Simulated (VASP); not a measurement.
## VASP 6.6.1 run: CdTe

INCAR

```
ISIF = 2
ISMEAR = -1
LCHARG = .FALSE.
ENCUT = 600
LWAVE = .FALSE.
LREAL = .FALSE.
LASPH = .TRUE.
NELM = 54
SIGMA = 0.02
NBANDS = 16
IBRION = -1
NSW = 0
EDIFF = 1E-7
PREC = Accurate
GGA = CA
```

KPOINTS

```
KPOINTS created by Atomic Simulation Environment
0
Gamma
8 8 8
0 0 0
```

POSCAR

```
Cd Te
 1.0000000000000000
     0.0000000000000000    3.0443556720503655    3.0443556720503655
     3.0443556720503655    0.0000000000000000    3.0443556720503655
     3.0443556720503655    3.0443556720503655   -0.0000000000000000
 Cd  Te
   1   1
Cartesian
 -0.0000000000000000 -0.0000000000000000  0.0000000000000000
  3.0443556720503655  3.0443556720503655  3.0443556720503655
```

The recommended LDA PAW datasets give the neutral cell 18 valence electrons.

Command

```
mpirun -np 1 vasp_std
```

How does this run end, and what does it give?

It converged. Results: gap between bands v and c on the k mesh -1.48 eV (bands overlap: a metal); least direct gap on the k mesh 0.66 eV; pressure -3.9 GPa. Band v is the last that the valence electrons fill when counted band by band, and c is the next.

OSZICAR

```
N       E                     dE             d eps       ncg     rms          rms(c)
DAV:   1     0.107516780469E+03    0.10752E+03   -0.91891E+03   960   0.112E+03
DAV:   2    -0.220668302384E+01   -0.10972E+03   -0.10375E+03  1104   0.252E+02
DAV:   3    -0.599955833638E+01   -0.37929E+01   -0.37767E+01  1144   0.475E+01
DAV:   4    -0.602859759069E+01   -0.29039E-01   -0.29037E-01  1256   0.383E+00
DAV:   5    -0.602886905696E+01   -0.27147E-03   -0.27147E-03  1192   0.286E-01    0.556E+00
DAV:   6    -0.580459769121E+01    0.22427E+00   -0.39820E-01  1112   0.759E+00    0.459E+00
DAV:   7    -0.579114959580E+01    0.13448E-01   -0.55252E-02  1104   0.171E+00    0.181E+00
DAV:   8    -0.578872900788E+01    0.24206E-02   -0.47214E-03  1064   0.758E-01    0.331E-01
DAV:   9    -0.578853367763E+01    0.19533E-03   -0.25005E-04  1192   0.124E-01    0.613E-02
DAV:  10    -0.578852862589E+01    0.50517E-05   -0.40175E-05  1120   0.408E-02    0.308E-02
DAV:  11    -0.578853012559E+01   -0.14997E-05   -0.23017E-06  1184   0.904E-03    0.161E-02
DAV:  12    -0.578852989099E+01    0.23459E-06   -0.50544E-07  1024   0.649E-03    0.539E-03
DAV:  13    -0.578852988988E+01    0.11159E-08   -0.29804E-08   632   0.867E-04
   1 F= -.57885299E+01 E0= -.57878989E+01  d E =-.126188E-02
```

For comparison, a separate LDA run of the intended cell, on usual settings and not on those above, gives a gap of -1.48 eV on its mesh and a pressure of -3.8 GPa.
